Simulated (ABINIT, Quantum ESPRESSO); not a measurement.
## Cost and result for the electronic dielectric constant of TePb

**What was measured.** The electronic dielectric constant of TePb (Fm-3m) is reported as 32.8 at 300 K (a printed reference work). The runs below try to reproduce it.

```cif
data_structure
_symmetry_space_group_name_H-M 'P 1'
_symmetry_Int_Tables_number 1
_cell_length_a 4.5693
_cell_length_b 4.5693
_cell_length_c 4.5693
_cell_angle_alpha 60.000
_cell_angle_beta 60.000
_cell_angle_gamma 60.000
_cell_volume 67.46
loop_
_atom_site_label
_atom_site_type_symbol
_atom_site_fract_x
_atom_site_fract_y
_atom_site_fract_z
_atom_site_occupancy
Pb1 Pb 0.00000 0.00000 0.00000 1
Te1 Te 0.50000 0.50000 0.50000 1
```

```tsv
rung	level	program and potentials	cutoff (eV)	k mesh	smearing	task	core time	chip	electronic dielectric constant	miss	notes
LDA	LDA	Quantum ESPRESSO, GBRV 1.5 LDA	612	6 × 6 × 6, shifted	fixed	phonons	12 min	Arm Neoverse V2	34.20	+4.3 %	10 valence electrons an atom on average; cell relaxed first (32.33 Å³/atom); far from this level's other runs, on another mesh
GGA	WC	Quantum ESPRESSO, GBRV 1.5 PBE	612	6 × 6 × 6, shifted	fixed	phonons	12 min	Arm Neoverse V2	31.62	-3.6 %	potentials made for PBE; 10 valence electrons an atom on average; cell relaxed first (33.39 Å³/atom)
GGA	PBE	Quantum ESPRESSO, GBRV 1.5 PBE	612	6 × 6 × 6, shifted	fixed	phonons	14 min	Arm Neoverse V2	27.06	-17.5 %	10 valence electrons an atom on average; cell relaxed first (35.29 Å³/atom)
GGA	PBE	ABINIT, PseudoDojo NC SR PBE v0.4.1 standard	925	4 × 4 × 4, 4 shifts	fixed	phonons	21 min	Arm Neoverse V2	26.58	-19.0 %	15 valence electrons an atom on average
LDA	LDA	ABINIT, PseudoDojo NC SR LDA v0.4.1 standard	925	4 × 4 × 4, 4 shifts	fixed	dielectric tensor	23 min	Arm Neoverse V1	28.53	-13.0 %	15 valence electrons an atom on average
non-local van der Waals functional	vdW-DF-cx	Quantum ESPRESSO, GBRV 1.5 PBE	612	6 × 6 × 6, shifted	fixed	phonons	24 min	Arm Neoverse V2	30.02	-8.5 %	potentials made for PBE; 10 valence electrons an atom on average; cell relaxed first (33.61 Å³/atom)
```

Times are single runs on shared hosts and different chips, so they are rough; meshes, cutoffs and the tasks' sizes weigh on the time. All rows: no spin polarisation. Smearing widths are in eV. The cell comes from a database and isn't always the measured one. Meshes differ between rows, which moves values too. All levels ran on this one cell, unrelaxed unless noted. Meshes are those of the run's cell of 2 atoms unless a note names another. Misses use the values as printed. Runs on faulty files, with rough fits or with known faults for this quantity aren't shown. No row holds spin-orbit coupling.

By rung: LDA in relaxed cells 34.20; LDA 28.53; GGA in relaxed cells 27.06 to 31.62; GGA 26.58; non-local van der Waals functional in relaxed cells 30.02. Measured: 32.8 at 300 K (a printed reference work). Closest is WC (-3.6 %). The runs are for a static lattice, while measurements hold temperature and zero-point motion.
